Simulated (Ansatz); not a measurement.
# How much do the gradients of Al2O3 depend on the method?

Cell: a computed structure from the Materials Project (it need not be an observed phase), whose atoms a relaxation with PBE at fixed cell left in place.

Space group R-3c:H (No. 167); a = 4.8050, c = 13.1163 Å, γ = 120.00°.

```
site  Wyckoff  site symmetry       x       y       z
  Al      12c             3.  0.0000  0.0000  0.1479
   O      18e             .2  0.0272  0.6667  0.9167
```

One atom of each set is listed; the run and its k-mesh use a cell of 10 atoms with edges of 5.18, 5.18, 5.18 Å.

First run. All values are calculated (Ansatz; DFT, PBE, plane waves and PAW, scalar-relativistic, 420 eV cutoff, Γ-centred 8×8×8 k-points, Fermi–Dirac smearing 0.02 eV), not measured.

```
site  V_zz (10²¹ V/m²)     η
  Al              0.54  0.00
   O             -4.00  0.52
```

Second run. The same atoms and settings, except that the functional is r2SCAN and the cutoff is 500 eV.

(1) What does the second run give?

Results:

(1) 

```json
{"site": "Al", "V_zz": "0.54", "η": "0.00", "change of V_zz": "0.00"}
{"site": "O", "V_zz": "-3.98", "η": "0.52", "change of V_zz": "+0.02"}
```

No V_zz moves by more than 0.02. In per cent, |V_zz| changes by +1 on Al, 0 on O (all sites that start above 0.5).

For the second run: At this cell the r2SCAN pressure is -7 GPa, so with r2SCAN the cell would shrink if it were relaxed. The entry's cell may itself be off. With these PAW files V_zz is typically within 2 to 3 % of all-electron values, but misses above 10 % occur on Al.
